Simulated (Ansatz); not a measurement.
Al2O3:

```
Al O
1.0
     3.01748    0.00000    0.00000
    -1.50874    2.61322    0.00000
     0.00000    0.00000    7.57464
Al O
2 3
Cartesian
  0.0000 0.0000 5.4693
  0.0000 0.0000 2.1054
  0.0000 0.0000 3.7873
  1.5087 0.8711 6.0638
  0.0000 1.7421 1.5108
```

Measurements of this composition are mostly on another form, of space group No. 167.

- Program: Ansatz 0.2.0
- Task: relaxation of cell and atoms
- Functional: revPBE
- Dispersion: D4
- Potentials or basis: Ansatz PAW
- Cutoff: 420 eV (not typed: the program's choice for these potentials)
- k mesh: 10 × 10 × 4
- Occupations: fermi-dirac, width 0.05 eV
- Spin: no spin polarisation

At the start: volume 11.95 Å³/atom.

Question: Where does the relaxation end?

Answer: It ends after 9 steps and the volume is 11.21 Å³/atom (-6.1 %); space group P-3m1 (No. 164, to 0.05 Å).

Step by step:
```
step  energy change (eV)  largest force (eV/Å)  volume (Å³)
   1              0.0000                0.1897        59.73
   2             -0.0385                0.1458        56.54
   3             -0.0414                0.0661        56.54
   4             -0.0425                0.0140        56.36
   5             -0.0423                0.0032        56.40
   6             -0.0345                0.0035        56.40
   7             -0.0361                0.0042        56.06
   8             -0.0361                0.0004        56.06
   9             -0.0349                0.0004        56.06
```

Final structure:
```
Al O
1.0
     2.98779    0.00000    0.00000
    -1.49390    2.58750    0.00000
     0.00000    0.00000    7.25126
Al O
2 3
Direct
  0.00000 0.00000 0.73056
  0.00000 0.00000 0.26944
  0.00000 0.00000 0.50000
  0.66667 0.33333 0.81331
  0.33333 0.66667 0.18669
```

Caveat: the plane-wave basis is chosen anew once the cell has moved, so the energies of steps on either side of that aren't comparable; the pressure holds a Pulay correction of +0.6 GPa for the finite cutoff; the PAW data sets come from PBE, with cores solved anew for the run's functional, which leaves a small shift of forces and pressure.
